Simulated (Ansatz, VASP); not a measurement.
**NaCl in VASP and in Ansatz**

```
CELL_PARAMETERS angstrom
0.00000 2.79406 2.79406
2.79406 0.00000 2.79406
2.79406 2.79406 0.00000
ATOMIC_POSITIONS crystal
Cl 0.48821 0.51264 0.50193
Na 0.99583 0.00299 0.99639
```

Change from the starting cell: atoms moved at random, drawn with an rms of 0.05 Å.

Alike in both runs: task single point; functional PBE; k mesh 8 × 8 × 8; occupations fermi-dirac, width 0.05 eV; no spin polarisation.

|  | VASP | Ansatz |
| --- | --- | --- |
| version | VASP 6.6.1 | Ansatz 0.2.0 |
| potentials or method | VASP PAW PBE potentials, release 64 (Cl, Na_pv) | Ansatz PAW |
| plane-wave cutoff (eV) | 520 | 420 |
| valence electrons in the cell | 14 | 16 |

VASP gave:

* gap on the k mesh at the Fermi level (eV): 5.22
* least direct gap on the mesh (eV): 5.22
* pressure (GPa): 1.5
* largest component of the traceless stress (GPa): 0.05
* rms of the force components (eV/Å): 0.040

Problem. What did Ansatz give for the same quantities?

Solution. gap on the k mesh at the Fermi level (eV): 5.22; least direct gap on the mesh (eV): 5.22; pressure (GPa): 1.6; largest component of the traceless stress (GPa): 0.05; rms of the force components (eV/Å): 0.039.

Atom by atom the forces differ by 0.000 eV/Å (rms over components). With one functional, cell and mesh, what is left measures potentials, basis and numerics. The two sets of potentials don't hold the same shells in valence.
